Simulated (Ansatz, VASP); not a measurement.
## Cs: VASP beside Ansatz

INCAR

```
PREC     = Accurate       # precision mode
ENCUT    = 520            # plane-wave cutoff, eV
EDIFF    = 1E-6           # SCF threshold, eV
ISMEAR   = -1             # smearing method
SIGMA    = 0.3            # smearing width, eV
LREAL    = False          # projectors in reciprocal space
LASPH    = True           # aspherical terms in the spheres
NELM     = 100            # most SCF steps
ALGO     = Normal         # electronic algorithm
ISIF     = 2              # what is computed and relaxed
LWAVE    = False          # write WAVECAR
LCHARG   = False          # write CHGCAR
GGA      = PE             # functional
NBANDS   = 10             # bands
```

KPOINTS

```
regular mesh
0
Gamma
  7 7 7
```

The input POSCAR:

```
Cs
1.0
   -3.0771709509      3.0771709509      3.0771709509
    3.0771709509     -3.0771709509      3.0771709509
    3.0771709509      3.0771709509     -3.0771709509
Cs
1
Direct
    0.0000000000      0.0000000000      0.0000000000
```

Input for Ansatz:

```yaml
crystal:
  lattice:
    - [-3.0771709509, 3.0771709509, 3.0771709509]
    - [3.0771709509, -3.0771709509, 3.0771709509]
    - [3.0771709509, 3.0771709509, -3.0771709509]
  atoms:
    - { symbol: Cs, position: [0.0, 0.0, 0.0] }
hamiltonian:
  xc: pbe
  pseudopotentials:
    kind: paw
    azcp:
      Cs: "pseudopotentials/Cs.paw.azcp"
basis:
  ecutwfc: 420
  fft_grid_basis: typed
kpoints:
  mp_grid: { grid: [7, 7, 7], shift: [0, 0, 0] }
magnetization:
  spin_polarized: false
scf:
  occupations: { method: fermi_dirac, width: 0.3 }
  lower_state_search: "off"
output:
  stress: true
  write_density: true
  write_potential: true
  elf: true
  volumetric_format: npy
```

Alike in both runs: task single point; functional PBE; k mesh 7 × 7 × 7; occupations fermi-dirac, width 0.3 eV; no spin polarisation.

|  | VASP | Ansatz |
| --- | --- | --- |
| version | VASP 6.6.1 | Ansatz 0.2.0 |
| potentials or method | VASP PAW PBE potentials, release 64 (Cs_sv) | plane waves (420 eV) with PAW, scalar-relativistic |
| plane-wave cutoff (eV) | 520 | 420 |
| valence electrons in the cell | 9 | 9 |

|  | VASP | Ansatz | Ansatz less VASP |
| --- | --- | --- | --- |
| pressure (GPa) | 0.0 | 0.0 | +0.01 |

The runs have no spin-orbit coupling, so splittings on Cs are missing.
